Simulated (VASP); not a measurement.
# Re (Fm-3m) in VASP: further runs, part 3 of 3

VASP 6.6.1.

### 6 Relaxation of cell and atoms, RPBE

File INCAR:

```
ALGO     = Normal         # electronic algorithm
EDIFF    = 1E-7           # SCF threshold, eV
EDIFFG   = -0.005         # ionic threshold
ENCUT    = 600            # plane-wave cutoff, eV
GGA      = RP             # functional
IBRION   = 2              # ionic algorithm
ISIF     = 3              # what is computed and relaxed
ISMEAR   = 0              # smearing method
LASPH    = True           # aspherical terms in the spheres
LCHARG   = False          # write CHGCAR
LREAL    = False          # projectors in reciprocal space
LWAVE    = False          # write WAVECAR
NELM     = 100            # most SCF steps
NSW      = 90             # ionic steps
PREC     = Accurate       # precision mode
SIGMA    = 0.1            # smearing width, eV
```

File KPOINTS:

```
k-points
0
Gamma
  18 18 18
```

File POSCAR:

```
Re
1.0
    0.0000000000      1.9442962900      1.9442962900
    1.9442962900      0.0000000000      1.9442962900
    1.9442962900      1.9442962900      0.0000000000
Re
1
Direct
    0.0000000000      0.0000000000      0.0000000000
```

Potentials or basis: VASP PAW PBE potentials, release 64 (Re).

Command:

```sh
cat potpaw_PBE.64/Re/POTCAR > POTCAR
mpirun -np 1 vasp_std > vasp.out
```

OUTCAR:

```text
EDIFF = 1E-7
   EDIFFG = -0.005
   ENCUT = 600
   GGA = RP
   IBRION = 2
   ISIF = 3
   ISMEAR = 0
   LASPH = True
   LREAL = False
   NELM = 100
   NSW = 90
   PREC = Accurate

 ion  position               nearest neighbor table
   1  0.000  0.000  0.000-

  LATTYP: Found a face centered cubic cell.
 ALAT       =     3.8885925800

  Lattice vectors:

 A1 = (   0.0000000000,   1.9442962900,   1.9442962900)
 A2 = (   1.9442962900,   0.0000000000,   1.9442962900)
 A3 = (   1.9442962900,   1.9442962900,   0.0000000000)

Analysis of symmetry for initial positions (statically):
=====================================================================
 Subroutine PRICEL returns:
 Original cell was already a primitive cell.

 Routine SETGRP: Setting up the symmetry group for a
 face centered cubic supercell.

 Subroutine GETGRP returns: Found 48 space group operations
 (whereof 48 operations were pure point group operations)
 out of a pool of 48 trial point group operations.

The static configuration has the point symmetry O_h .

Analysis of symmetry for dynamics (positions and initial velocities):
=====================================================================
 Subroutine PRICEL returns:
 Original cell was already a primitive cell.

 Routine SETGRP: Setting up the symmetry group for a
 face centered cubic supercell.

 Subroutine GETGRP returns: Found 48 space group operations
 (whereof 48 operations were pure point group operations)
 out of a pool of 48 trial point group operations.

The dynamic configuration has the point symmetry O_h .

 Subroutine INISYM returns: Found 48 space group operations
 (whereof 48 operations are pure point group operations),
 and found     1 'primitive' translations

----------------------------------------------------------------------------------------

                                     Primitive cell

  volume of cell :      14.7000

  direct lattice vectors                    reciprocal lattice vectors
     0.000000000  1.944296290  1.944296290    -0.257162451  0.257162451  0.257162451
     1.944296290  0.000000000  1.944296290     0.257162451 -0.257162451  0.257162451
     1.944296290  1.944296290  0.000000000     0.257162451  0.257162451 -0.257162451

  length of vectors
     2.749650183  2.749650183  2.749650183     0.445418431  0.445418431  0.445418431

  position of ions in fractional coordinates (direct lattice)
     0.000000000  0.000000000  0.000000000

  ion indices of the primitive-cell ions
   primitive index   ion index
                 1           1

----------------------------------------------------------------------------------------

 KPOINTS: k-points

Automatic generation of k-mesh.
 Grid dimensions read from file:
 generate k-points for:   18   18   18

 Generating k-lattice:

  Cartesian coordinates                     Fractional coordinates (reciprocal lattice)
    -0.014286803  0.014286803  0.014286803     0.055555556  0.000000000  0.000000000
     0.014286803 -0.014286803  0.014286803     0.000000000  0.055555556  0.000000000
     0.014286803  0.014286803 -0.014286803     0.000000000  0.000000000  0.055555556

  Length of vectors
[... 38 lines left out ...]
   number of dos      NEDOS =    301   number of ions     NIONS =      1
   total plane-waves  NPLWV =  13824
   dimension x,y,z NGX =    24 NGY =   24 NGZ =   24
   dimension x,y,z NGXF=    48 NGYF=   48 NGZF=   48
   ions per type =               1
   NGX,Y,Z   is equivalent  to a cutoff of  14.51, 14.51, 14.51 a.u.
   NGXF,Y,Z  is equivalent  to a cutoff of  29.02, 29.02, 29.02 a.u.
 SYSTEM =  unknown system
   PREC   = accura    normal or accurate (medium, high low for compatibility)
   ISTART =      0    job   : 0-new  1-cont  2-samecut
   ICHARG =      2    charge: 1-file 2-atom 10-const
   ISPIN  =      1    spin polarized calculation?
   LNONCOLLINEAR =      F non collinear calculations
   LSORBIT =      F    spin-orbit coupling
   LASPH  =      T    aspherical Exc in radial PAW
   ENCUT  =  600.0 eV  44.10 Ry    6.64 a.u.   5.49  5.49  5.49*2*pi/ulx,y,z
   NELM   =    100;   NELMIN=  2; NELMDL= -5     # of ELM steps
   EDIFF  = 0.1E-06   stopping-criterion for ELM
   LREAL  =      F    real-space projection
   EDIFFG = -.5E-02   stopping-criterion for IOM
   NSW    =     90    number of steps for IOM
   IBRION =      2    ionic relax: 0-MD 1-quasi-New 2-CG
   NFREE  =      1    steps in history (QN), initial steepest desc. (CG)
   ISIF   =      3    stress and relaxation
   ISYM   =      2    0-nonsym 1-usesym 2-fastsym
   POTIM  = 0.5000    time-step for ionic-motion
   TEBEG  =    0.0;   TEEND  =   0.0 temperature during run
   PSTRESS=    0.0 pullay stress
   NELECT =       7.0000    total number of electrons
   NUPDOWN=      -1.0000    fix difference up-down
   EMIN   =  10.00;   EMAX   =-10.00  energy-range for DOS
   EFERMI =   0.00;   METHOD = LEGACY
   ISMEAR =     0;   SIGMA  =   0.10  broadening in eV -4-tet -1-fermi 0-gaus
   EFERMI_NEDOS =   21; number of points for ismear=-14 and -15
   IALGO  =     38    algorithm
   IMIX   =      4    mixing-type and parameters
     AMIX     =   0.40;   BMIX     =  1.00
     AMIX_MAG =   1.60;   BMIX_MAG =  1.00
  volume/ion in A,a.u.               =      14.70        99.20
  Fermi-wavevector in a.u.,A,eV,Ry     =   1.278405  2.415835 22.236258  1.634319
  Thomas-Fermi vector in A             =   2.410949
   LORBIT       =      0    0 simple, 1 ext, 2 COOP (PROOUT), +10 PAW based schemes
   GGA     = RP    functional components
   LHFCALC =     F    Hartree Fock is set to
   AEXX    =    0.0000 exact exchange contribution
   IVDW    =     0    specifies the selected vdW correction
   LEPSILON=     F    determine dielectric tensor
   LRPA    =     F    only Hartree local field effects (RPA)
 conjugate gradient relaxation of ions
 non-spin polarized calculation
 Gauss-broadening in eV      SIGMA  =   0.10
  energy-cutoff  :      600.00
  volume of cell :       14.70
 maximum number of plane-waves:       531
 NGX is ok and might be reduce to    24
   NGX = 11   NGY = 11   NGZ = 11

--------------------------------------- Ionic step        1  -------------------------------------------

 number of electron       7.0000000 magnetization

 Free energy of the ion-electron system (eV)
  ---------------------------------------------------
  ext. energy  EPLUGINS =         0.00000000
  ---------------------------------------------------
  free energy    TOTEN  =       -11.74463683 eV

  energy without entropy =      -11.74033831  energy(sigma->0) =      -11.74248757

------------------------ aborting loop because EDIFF is reached ----------------------------------------

  FORCE on cell =-STRESS in cart. coord.  units (eV):
  Direction    XX          YY          ZZ          XY          YZ          ZX
  --------------------------------------------------------------------------------------
  -------------------------------------------------------------------------------------
  Total        1.0341503      1.0341503      1.0341503      0.0000000      0.0000000      0.0000000
  in kB      112.7137513    112.7137513    112.7137513      0.0000000      0.0000000      0.0000000
  external PRESSURE =     112.7137513 kB  Pullay stress =       0.0000000 kB
[... 92 lines left out ...]
--------------------------------------- Ionic step        4  -------------------------------------------

 number of electron       7.0000000 magnetization

 Free energy of the ion-electron system (eV)
  ---------------------------------------------------
  ext. energy  EPLUGINS =         0.00000000
  ---------------------------------------------------
  free energy    TOTEN  =       -11.75956099 eV

  energy without entropy =      -11.75509449  energy(sigma->0) =      -11.75732774

 E-fermi :   7.8703     XC(G=0): -13.5477

 val. band max:        7.8522986110   @ k =   0.4444   0.2222   0.0000
 cond. band min:       7.8735100169   @ k =   0.4444   0.3889   0.0556
 fundamental gap:      0.0212114058
 Fermi energy:         7.8702649893

 k-point     1 :       0.0000    0.0000    0.0000
  band No.  band energies     occupation
      1      -2.0441      2.00000
      2       6.0412      2.00000
      3       6.0412      2.00000
      4       6.0412      2.00000
      5       9.0970      0.00000
      6       9.0970      0.00000
      7      21.7195      0.00000
[... 221 lines left out ...]
 k-point    24 :      -0.2222    0.0556    0.0000
  band No.  band energies     occupation
      1       0.2107      2.00000
      2       5.0995      2.00000
      3       6.4861      2.00000
      4       6.6171      2.00000
      5       8.6883      0.00000
      6       9.6910      0.00000
      7      22.0372      0.00000

 [... further k-points ...]
[... 5 lines left out ...]
  --------------------------------------------------------------------------------------
  -------------------------------------------------------------------------------------
  Total       -0.0025167     -0.0025167     -0.0025167      0.0000000     -0.0000000      0.0000000
  in kB       -0.2663464     -0.2663464     -0.2663464      0.0000000     -0.0000000      0.0000000
  external PRESSURE =      -0.2663464 kB  Pullay stress =       0.0000000 kB
[... 16 lines left out ...]
  FREE ENERGIE OF THE ION-ELECTRON SYSTEM (eV)
  ---------------------------------------------------
  free  energy   TOTEN  =       -11.7595609902 eV

  energy  without entropy=      -11.7550944949  energy(sigma->0) =      -11.75732774

 reached required accuracy - stopping structural energy minimisation
```

Run time: 64 s. Hardware: 1 thread of Intel Xeon Platinum 8175M at 2.50GHz (Skylake/Cascade Lake), shared host; peak memory 0.16 GiB.

What came out:

- Free energy: -11.7596 eV
- Relaxed volume: 15.14 Å³/atom
- Relaxed cell: a = 2.777 Å, b = 2.777 Å, c = 2.777 Å, α = 60.00°, β = 60.00°, γ = 60.00°
- Space group after relaxing (to 0.05 Å): Fm-3m (No. 225)
- Energy gained by relaxing: 14.9 meV/atom
- Ionic steps: 4
- Pressure after relaxing: 0.0 GPa
- Band gap on the k mesh: none (metal or under the smearing width)

The path:
```tsv
step	energy change (eV)	largest force (eV/Å)	pressure (GPa)	volume (Å³)
1	0.0000	0.0000	11.27	14.70
2	0.1943	0.0000	-32.00	17.01
3	-0.0149	0.0000	-0.54	15.16
4	-0.0149	0.0000	-0.03	15.14
```

Final structure:
```
Re
1.0
     0.00000    1.96346    1.96346
     1.96346    0.00000    1.96346
     1.96346    1.96346    0.00000
Re
1
Direct
  0.00000 0.00000 0.00000
```

Levels at points of the mesh, in eV from the Fermi level:
```tsv
k point	band 2	band 3	band 4	band 5	band 6	band 7
(0.00, 0.00, 0.00)	-1.83	-1.83	-1.83	1.23	1.23	13.85
(0.50, 0.00, 0.00)	-2.02	-2.02	0.17	3.66	3.66	9.59
(0.50, 0.50, 0.00)	-5.73	2.68	3.61	4.37	4.37	12.05
```

Caveat: the PAW data sets were made with another functional, which shifts forces and pressure a little.

### 7 Overview

| task | level | cell | k mesh | cutoff (eV) | mesh quality | gap on the mesh (eV) | pressure (GPa) | relaxed volume (Å³/atom) |
| --- | --- | --- | --- | --- | --- | --- | --- | --- |
| relaxation of cell and atoms | PBEsol | relaxed | 18 × 18 × 18 | 300 | not flagged | none | 0.0 | 14.54 |
| relaxation of cell and atoms | PBEsol | relaxed | 6 × 6 × 6 | 600 | coarse | none | 0.0 | 14.62 |
| single point | PBEsol | as given | 18 × 18 × 18 | 520 | not flagged | none | -2.5 | - |
| relaxation of cell and atoms | PBEsol | relaxed | 18 × 18 × 18 | 580 | not flagged | none | 0.0 | 14.61 |
| relaxation of cell and atoms | RPBE | relaxed | 18 × 18 × 18 | 600 | not flagged | none | 0.0 | 15.14 |

Alike in all rows: potentials or basis VASP PAW PBE potentials, release 64 (Re); no spin polarisation; smearing gaussian 0.1 eV.

Caveats: some runs use coarse meshes; the PAW data sets were made with another functional, which shifts forces and pressure a little.

Absolute energies hang on the potentials; compare differences alone.
